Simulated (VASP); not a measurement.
# Which native defect does CuTe form most easily?

Aim: formation energies of the vacancies and antisites of CuTe, in the two limits of its composition. The start is a cell from a database of measured crystal structures.

Main program and level: VASP 6.6.1; PBEsol, no spin polarisation; plane waves and PAW (Te, Cu), in the first sound run; inputs show where later runs differ.

## 1. The host crystal

It takes space group Pmmn (No. 59, orthorhombic). The conventional cell has a = 3.155 Å, b = 4.092 Å, c = 6.956 Å, α = 90.00°, β = 90.00°, γ = 90.00°. Nearest to Te lie 4 Cu at 2.60 to 2.76 Å and 2 Te at 3.15 Å. Nearest to Cu lie 4 Te at 2.60 to 2.76 Å and 4 Cu at 2.67 Å. Farther neighbours and most contacts between anions are not listed.

Coordinates:

```cif
data_structure
_symmetry_space_group_name_H-M 'Pmmn:1'
_symmetry_Int_Tables_number 59
_cell_length_a 3.1550
_cell_length_b 4.0920
_cell_length_c 6.9560
_cell_angle_alpha 90.000
_cell_angle_beta 90.000
_cell_angle_gamma 90.000
_cell_volume 89.80
loop_
_atom_site_label
_atom_site_type_symbol
_atom_site_symmetry_multiplicity
_atom_site_Wyckoff_symbol
_atom_site_fract_x
_atom_site_fract_y
_atom_site_fract_z
_atom_site_occupancy
Te1 Te 2 a 0.50000 0.50000 0.77870 1
Cu1 Cu 2 b 0.50000 0.00000 0.54730 1
```

## 2. The host at zero pressure

The later steps need the crystal at this functional's own lattice; a raised cutoff keeps the stress reliable while the cell changes.

INCAR reads:

```
SYSTEM = CuTe
PREC = Accurate
ENCUT = 390
EDIFF = 1E-06
NELM = 120
ISMEAR = 0
SIGMA = 0.05
LREAL = .FALSE.
ALGO = Normal
GGA = PS
NBANDS = 23
LORBIT = 11
LWAVE = .FALSE.
LCHARG = .FALSE.
KPAR = 8
IBRION = 2
NSW = 40
ISIF = 3
EDIFFG = -0.02
POTIM = 0.4
```

POSCAR reads:

```
CuTe
1.0
    3.1550000000      0.0000000000      0.0000000000
    0.0000000000      4.0920000000      0.0000000000
    0.0000000000      0.0000000000      6.9560000000
Te Cu
2 2
Direct
    0.5000000000      0.5000000000      0.7787000000
    0.0000000000      0.0000000000      0.2213000000
    0.5000000000      0.0000000000      0.5473000000
    0.0000000000      0.5000000000      0.4527000000
```

KPOINTS reads:

```
Automatic mesh
0
Gamma
6 5 3
0 0 0
```

PAW data sets: Te and Cu (PBE family, release 64).

Command:

```bash
$ mpirun -np 8 vasp_std
```

The log of the run:

```text
[banner, memory and clock lines left out]
running    8 mpi-ranks, on    1 nodes
 distrk:  each k-point on    1 cores,    8 groups
 distr:  one band on    1 cores,    1 groups

 POSCAR found type information on POSCAR TeCu
 POSCAR found :  2 types and       4 ions
|                                                                             |
|           W    W    AA    RRRRR   N    N  II  N    N   GGGG   !!!           |
|           W    W   A  A   R    R  NN   N  II  NN   N  G    G  !!!           |
|           W    W  A    A  R    R  N N  N  II  N N  N  G       !!!           |
|           W WW W  AAAAAA  RRRRR   N  N N  II  N  N N  G  GGG   !            |
|           WW  WW  A    A  R   R   N   NN  II  N   NN  G    G                |
|           W    W  A    A  R    R  N    N  II  N    N   GGGG   !!!           |
|                                                                             |
|     For optimal performance we recommend to set                             |
|       NCORE = 2 up to number-of-cores-per-socket                            |
|     NCORE specifies how many cores store one orbital (NPAR=cpu/NCORE).      |
|     This setting can greatly improve the performance of VASP for DFT.       |
|     The default, NCORE=1 might be grossly inefficient on modern             |
|     multi-core architectures or massively parallel machines. Do your        |
|     Unfortunately you need to use the default for GW and RPA                |
|     calculations (for HF NCORE is supported but not extensively tested      |
|     yet).                                                                   |
|                                                                             |

|                                                                             |
|               ----> ADVICE to this user running VASP <----                  |
|                                                                             |
|     You enforced a specific xc type in the INCAR file but a different       |
|     [... a line on the potential file left out ...]
|     I HOPE YOU KNOW WHAT YOU ARE DOING!                                     |
|                                                                             |

 LDA part: xc-table for (Slater+PW92), standard interpolation
 POSCAR, INCAR and KPOINTS ok, starting setup
 FFT: planning ... GRIDC
 FFT: planning ... GRID_SOFT
 FFT: planning ... GRID
 WAVECAR not read
 entering main loop
       N       E                     dE             d eps       ncg     rms          rms(c)
DAV:   1     0.212617418329E+03    0.21262E+03   -0.11956E+04  1104   0.135E+03
DAV:   2    -0.258773657863E+01   -0.21521E+03   -0.20601E+03  1111   0.297E+02
DAV:   3    -0.171248253132E+02   -0.14537E+02   -0.14050E+02  1483   0.100E+02
DAV:   4    -0.176777180555E+02   -0.55289E+00   -0.55204E+00  1466   0.176E+01
DAV:   5    -0.176953758217E+02   -0.17658E-01   -0.17657E-01  1651   0.310E+00    0.160E+01
DAV:   6    -0.185069294402E+02   -0.81155E+00   -0.34511E+01  1332   0.157E+02    0.119E+01
DAV:   7    -0.157746269409E+02    0.27323E+01   -0.92599E+00  1429   0.879E+01    0.357E+00
DAV:   8    -0.158109577772E+02   -0.36331E-01   -0.14559E+00  1782   0.243E+01    0.242E+00
DAV:   9    -0.157615772004E+02    0.49381E-01   -0.35655E-01  1669   0.148E+01    0.166E+00
DAV:  10    -0.157712329527E+02   -0.96558E-02   -0.41934E-02  1385   0.629E+00    0.126E+00
DAV:  11    -0.157626332423E+02    0.85997E-02   -0.99552E-03  1484   0.331E+00    0.318E-01
DAV:  12    -0.157615122577E+02    0.11210E-02   -0.82691E-03  1768   0.205E+00    0.746E-02
DAV:  13    -0.157616612828E+02   -0.14903E-03   -0.15057E-03  1230   0.260E-01    0.208E-01
DAV:  14    -0.157616354726E+02    0.25810E-04   -0.53426E-05  1754   0.856E-02    0.262E-01
DAV:  15    -0.157616091753E+02    0.26297E-04   -0.30152E-05  1654   0.673E-02    0.265E-01
DAV:  16    -0.157616006102E+02    0.85651E-05   -0.75247E-06  1600   0.223E-02    0.205E-01
DAV:  17    -0.157615973627E+02    0.32474E-05   -0.13292E-06   888   0.312E-02    0.182E-01
DAV:  18    -0.157615909278E+02    0.64350E-05   -0.73867E-06  1334   0.144E-02    0.107E-01
DAV:  19    -0.157615893348E+02    0.15930E-05   -0.89847E-07   846   0.571E-03    0.759E-02
DAV:  20    -0.157615878430E+02    0.14918E-05   -0.97736E-07   657   0.234E-02    0.494E-02
DAV:  21    -0.157615872472E+02    0.59577E-06   -0.30229E-06  1095   0.126E-02
   1 F= -.15761587E+02 E0= -.15759883E+02  d E =-.157616E+02
 curvature:   0.00 expect dE= 0.000E+00 dE for cont linesearch  0.000E+00
 trial: gam= 0.00000 g(F)=  0.125E-01 g(S)=  0.819E-01 ort = 0.000E+00 (trialstep = 0.100E+01)
 search vector abs. value=  0.944E-01
 bond charge predicted
       N       E                     dE             d eps       ncg     rms          rms(c)
DAV:   1    -0.170634130369E+02   -0.13018E+01   -0.17730E+01  1293   0.891E+01    0.100E+01
DAV:   2    -0.171216050622E+02   -0.58192E-01   -0.16903E+01  1321   0.117E+02    0.658E+00
DAV:   3    -0.158134766765E+02    0.13081E+01   -0.42038E+00  1363   0.674E+01    0.132E+00
DAV:   4    -0.158259839032E+02   -0.12507E-01   -0.64037E-01  1775   0.114E+01    0.156E+00
DAV:   5    -0.158038152835E+02    0.22169E-01   -0.17344E-01  1536   0.122E+01    0.704E-01
DAV:   6    -0.158003829577E+02    0.34323E-02   -0.15616E-02  1572   0.378E+00    0.473E-01
DAV:   7    -0.158009467559E+02   -0.56380E-03   -0.55299E-03  1754   0.125E+00    0.342E-01
DAV:   8    -0.158006589888E+02    0.28777E-03   -0.40937E-04  1641   0.207E-01    0.199E-01
DAV:   9    -0.157999107906E+02    0.74820E-03   -0.99616E-04  1672   0.990E-01    0.826E-02
DAV:  10    -0.157998670022E+02    0.43788E-04   -0.44370E-04  1733   0.261E-01    0.524E-02
DAV:  11    -0.157998604948E+02    0.65074E-05   -0.18456E-05  1768   0.603E-02    0.400E-02
DAV:  12    -0.157998567299E+02    0.37649E-05   -0.12240E-06   720   0.347E-02    0.209E-02
DAV:  13    -0.157998507454E+02    0.59845E-05   -0.23109E-05  1782   0.131E-01    0.270E-02
DAV:  14    -0.157998511471E+02   -0.40174E-06   -0.61637E-06  1090   0.141E-02
   2 F= -.15799851E+02 E0= -.15799214E+02  d E =-.382639E-01
[... from here on, the cycles between the ionic steps are left out ...]
   3 F= -.15802139E+02 E0= -.15801383E+02  d E =-.405516E-01
   4 F= -.15809015E+02 E0= -.15808500E+02  d E =-.687567E-02
   5 F= -.15812365E+02 E0= -.15811730E+02  d E =-.102260E-01
   6 F= -.15811059E+02 E0= -.15810069E+02  d E =-.892040E-02
   7 F= -.15813211E+02 E0= -.15812690E+02  d E =-.110721E-01
   8 F= -.15818337E+02 E0= -.15817786E+02  d E =-.512589E-02
   9 F= -.15818814E+02 E0= -.15818223E+02  d E =-.560254E-02
  10 F= -.15822878E+02 E0= -.15822247E+02  d E =-.406482E-02
  11 F= -.15823970E+02 E0= -.15823305E+02  d E =-.515672E-02
  12 F= -.15824065E+02 E0= -.15823385E+02  d E =-.525100E-02
  13 F= -.15824062E+02 E0= -.15823377E+02  d E =-.524820E-02
  14 F= -.15824367E+02 E0= -.15823558E+02  d E =-.305533E-03
  15 F= -.15825009E+02 E0= -.15823867E+02  d E =-.947537E-03
  16 F= -.15826138E+02 E0= -.15825373E+02  d E =-.207606E-02
  17 F= -.15826263E+02 E0= -.15825504E+02  d E =-.125558E-03
  18 F= -.15826311E+02 E0= -.15825553E+02  d E =-.173650E-03
  19 F= -.15826401E+02 E0= -.15825643E+02  d E =-.263067E-03
  20 F= -.15826550E+02 E0= -.15825790E+02  d E =-.412655E-03
  21 F= -.15826731E+02 E0= -.15825952E+02  d E =-.593622E-03
  22 F= -.15826622E+02 E0= -.15825748E+02  d E =-.484527E-03
  23 F= -.15826840E+02 E0= -.15825964E+02  d E =-.217785E-03
  24 F= -.15827048E+02 E0= -.15826167E+02  d E =-.425504E-03
  25 F= -.15827059E+02 E0= -.15826165E+02  d E =-.436839E-03
  26 F= -.15827386E+02 E0= -.15826495E+02  d E =-.326944E-03
  27 F= -.15827580E+02 E0= -.15826688E+02  d E =-.520582E-03
 curvature:  -0.70 expect dE=-0.249E-03 dE for cont linesearch -0.525E-04
 ZBRENT: increasing intervall
 opt :   1.5121  next Energy=   -15.827592 (dE=-0.533E-03)
 bond charge predicted
       N       E                     dE             d eps       ncg     rms          rms(c)
DAV:   1    -0.158284624563E+02   -0.88269E-03   -0.73373E-02  1572   0.219E+00    0.224E-01
DAV:   2    -0.158280516325E+02    0.41082E-03   -0.46971E-03  1594   0.197E+00    0.164E-01
DAV:   3    -0.158277132815E+02    0.33835E-03   -0.16486E-03  1342   0.125E+00    0.820E-02
DAV:   4    -0.158275966436E+02    0.11664E-03   -0.25765E-04  1712   0.253E-01    0.250E-02
DAV:   5    -0.158275928546E+02    0.37890E-05   -0.43081E-05  1749   0.138E-01    0.152E-02
DAV:   6    -0.158275928512E+02    0.33733E-08   -0.56429E-06  1322   0.224E-02
  28 F= -.15827593E+02 E0= -.15826698E+02  d E =-.533681E-03
 curvature:  -0.16 expect dE=-0.154E-04 dE for cont linesearch -0.114E-04
 trial: gam= 0.00000 g(F)=  0.264E-04 g(S)=  0.711E-04 ort =-0.336E-03 (trialstep = 0.611E+00)
 search vector abs. value=  0.976E-04
 reached required accuracy - stopping structural energy minimisation
```

The job ended after 48 s (8 MPI ranks of Intel Xeon 6975P-C (Granite Rapids), shared host; peak memory 1.7 GiB).

The logs omit lines about the potential files and the build; timing stands in the text.

OUTCAR, selected parts (step 2):

```text
ion  position               nearest neighbor table
   1  0.500  0.500  0.779-   3 2.60   3 2.60   4 2.76   4 2.76
   2  0.000  0.000  0.221-   4 2.60   4 2.60   3 2.76   3 2.76
   3  0.500  0.000  0.547-   1 2.60   1 2.60   4 2.67   4 2.67   4 2.67   4 2.67   2 2.76   2 2.76

  LATTYP: Found a simple orthorhombic cell.
 ALAT       =     3.1550000000
 B/A-ratio  =     1.2969889065
 C/A-ratio  =     2.2047543582

 Subroutine GETGRP returns: Found  8 space group operations
 (whereof  4 operations were pure point group operations)

The static configuration has the point symmetry C_2v.
 The point group associated with its full space group is D_2h.

 Found     24 irreducible k-points:

   k-points           NKPTS =     24   k-points in BZ     NKDIM =     24   number of bands    NBANDS=     23

   dimension x,y,z NGX =    20 NGY =   28 NGZ =   48
   dimension x,y,z NGXF=    40 NGYF=   56 NGZF=   96

   ENCUT  =  390.0 eV  28.66 Ry    5.35 a.u.   5.08  6.59 11.20*2*pi/ulx,y,z

   NELECT =      34.0000    total number of electrons

 k-points in reciprocal lattice and weights: Automatic mesh
   0.00000000  0.00000000  0.00000000       0.011
   0.16666667  0.00000000  0.00000000       0.022
   0.33333333  0.00000000  0.00000000       0.022
   0.50000000  0.00000000  0.00000000       0.011
   0.00000000  0.20000000  0.00000000       0.022
   0.16666667  0.20000000  0.00000000       0.044
   0.33333333  0.20000000  0.00000000       0.044
   0.50000000  0.20000000  0.00000000       0.022
   0.00000000  0.40000000  0.00000000       0.022
[...]
0.33333333  0.40000000  0.33333333       0.089
   0.50000000  0.40000000  0.33333333       0.044

 average (electrostatic) potential at core
       1 -88.0211       2 -88.0211       3 -64.6863       4 -64.6863

 E-fermi :   6.4615

 k-point     1 :       0.0000    0.0000    0.0000
  band No.  band energies     occupation
    ...
     11       3.7539      2.00000
     12       4.1827      2.00000
     13       4.4461      2.00000
     14       4.6417      2.00000
     15       5.6829      2.00000
     16       7.0922      0.00000
     17       7.3054      0.00000
     18       8.6454      0.00000
     19       9.0511      0.00000
     20       9.5038      0.00000
    ...

 k-point     2 :       0.1667    0.0000    0.0000
  band No.  band energies     occupation
    ...
     12       3.9401      2.00000
     13       4.1935      2.00000
     14       5.2490      2.00000
     15       5.3138      2.00000
     16       6.0554      2.00000
     17       6.7497      0.00000
     18       7.2200      0.00000
     19       9.0740      0.00000
     20       9.7444      0.00000
     21      11.1760      0.00000
    ...

 k-point     3 :       0.3333    0.0000    0.0000
  band No.  band energies     occupation
    ...
     13       4.1097      2.00000
     14       4.1565      2.00000
     15       4.7743      2.00000
     16       6.1133      2.00000
     17       6.1646      2.00000
     18       7.4162      0.00000
     19       9.5673      0.00000
     20       9.9515      0.00000
     21      10.5789      0.00000
     22      12.4854      0.00000
    ...

  Total        0.0515102     -0.0636024      0.0259559      0.0000000      0.0000000      0.0000000
  in kB        0.9288120     -1.1468541      0.4680266      0.0000000      0.0000000      0.0000000
  external PRESSURE =       0.0833282 kB  Pullay stress =       0.0000000 kB

  energy-cutoff  :      390.00
  volume of cell :       88.85
      direct lattice vectors                 reciprocal lattice vectors
     3.283586909  0.000000000  0.000000000     0.304545008  0.000000000  0.000000000
     0.000000000  3.944857325  0.000000000     0.000000000  0.253494592  0.000000000
     0.000000000  0.000000000  6.859559023     0.000000000  0.000000000  0.145781966

 POSITION                                       TOTAL-FORCE (eV/Angst)
 -----------------------------------------------------------------------------------
      1.64179      1.97243      5.30248         0.000000      0.000000      0.006883
      0.00000      0.00000      1.55708         0.000000      0.000000     -0.006883
      1.64179      0.00000      3.64606         0.000000      0.000000      0.017180
      0.00000      1.97243      3.21350         0.000000      0.000000     -0.017180
 -----------------------------------------------------------------------------------
    total drift:                               -0.000000      0.000000      0.000000

  FREE ENERGIE OF THE ION-ELECTRON SYSTEM (eV)
  ---------------------------------------------------
  free  energy   TOTEN  =       -15.8275928512 eV

  energy  without entropy=      -15.8258025009  energy(sigma->0) =      -15.82669768

 reached required accuracy - stopping structural energy minimisation

 total charge
# of ion       s       p       d       tot
------------------------------------------
    1        1.396   1.891   0.057   3.344
    2        1.396   1.891   0.057   3.344
    3        0.413   0.400   9.204  10.017
    4        0.413   0.400   9.204  10.017
--------------------------------------------------
tot          3.617   4.581  18.524  26.722

[... 3 further parts left out ...]
```

This run has no spin polarisation, so a moment on Cu, if there is one, isn't seen. The k-mesh is coarse for a metal. LASPH is off, so gradient terms of the non-spherical density inside the spheres are left out; for open d or f shells this can shift gaps and moments. The PAW data sets were made with PBE, which is usual practice but a small mismatch for other functionals. The run keeps the 8 symmetry operations of its start, so it cannot find a distortion of lower symmetry.

The steps of the relaxation (22 of 28):

```
step  energy less that of the first step (eV)  largest force (eV/Å)  pressure (GPa)  volume (Å³)
   1                                   0.0000                0.3807           -2.81        89.80
   2                                  -0.0383                0.1639            1.22        85.77
   4                                  -0.0474                0.1729            0.29        86.58
   5                                  -0.0508                0.1936            0.32        86.64
   6                                  -0.0495                0.2372            0.49        86.75
   7                                  -0.0516                0.2112            0.39        86.69
   9                                  -0.0572                0.1269           -0.61        87.75
  10                                  -0.0613                0.0737           -0.16        87.48
  11                                  -0.0624                0.0369            0.06        87.31
  13                                  -0.0625                0.0193            0.05        87.23
  14                                  -0.0628                0.0132            0.17        87.27
  15                                  -0.0634                0.0092            0.21        87.40
  16                                  -0.0646                0.0242            0.47        87.64
  18                                  -0.0647                0.0256            0.33        87.71
  19                                  -0.0648                0.0265            0.26        87.75
  20                                  -0.0650                0.0278            0.30        87.84
  22                                  -0.0650                0.0377            0.26        88.36
  23                                  -0.0653                0.0336            0.06        88.46
  24                                  -0.0655                0.0317           -0.03        88.62
  25                                  -0.0655                0.0577           -0.23        88.94
  27                                  -0.0660                0.0259           -0.18        88.90
  28                                  -0.0660                0.0172            0.01        88.85
```

```
conventional cell, symmetrised  before  after  change
                         a (Å)   3.155  3.284  +4.1 %
                         b (Å)   4.092  3.945  -3.6 %
                         c (Å)   6.956  6.860  -1.4 %
              volume (Å³/atom)   22.45  22.21  -1.1 %
```

The atoms that moved most (Å, as changes of fractional coordinates times the final cell):

```
atom     dx     dy      dz  length
 Cu3  0.000  0.000  -0.108   0.108
 Cu4  0.000  0.000   0.108   0.108
 Te2  0.000  0.000   0.039   0.039
 Te1  0.000  0.000  -0.039   0.039
```

The relaxed structure:

```xyz
4
Lattice="3.2836 0.0000 0.0000 0.0000 3.9449 0.0000 0.0000 0.0000 6.8596" Properties=species:S:1:pos:R:3 pbc="T T T"
Te    1.6418    1.9724    5.3025
Te    0.0000    0.0000    1.5571
Cu    1.6418    0.0000    3.6461
Cu    0.0000    1.9724    3.2135
```

This step gave:

```
electronic cycles                               : 213
electrons                                       : 34
free energy (TOTEN)                             : -15.83 eV
energy at zero smearing                         : -15.83 eV
Fermi energy                                    : 6.462 eV
labelled metallic, from the levels on this mesh : yes
```

The run ended after 28 ionic steps, 0.066 eV below its first step, once forces and stress met EDIFFG = -0.02.

An edge changed by 4 % against the database cell. In a metal the coarse mesh may share the blame.

(Continued in part 2 of 8.)

[Lines on the potential files, build, host, timing and source positions are cut from VASP's logs without a mark.]

[Logs are printed without paths, hosts, clocks, repeated set-up lines and the standing remarks that a program may print on its own settings, such as how far it seeks lower states.]

[Hosts, paths, dates, database ids (printed as entryN), source tags and the programs' standing remarks are cut or masked in the printed files.]

[In band tables of VASP the shares of atoms and orbitals are scaled to a sum of 1 inside the atoms' spheres.]

[Runs that stopped without an error message from VASP are left out.]
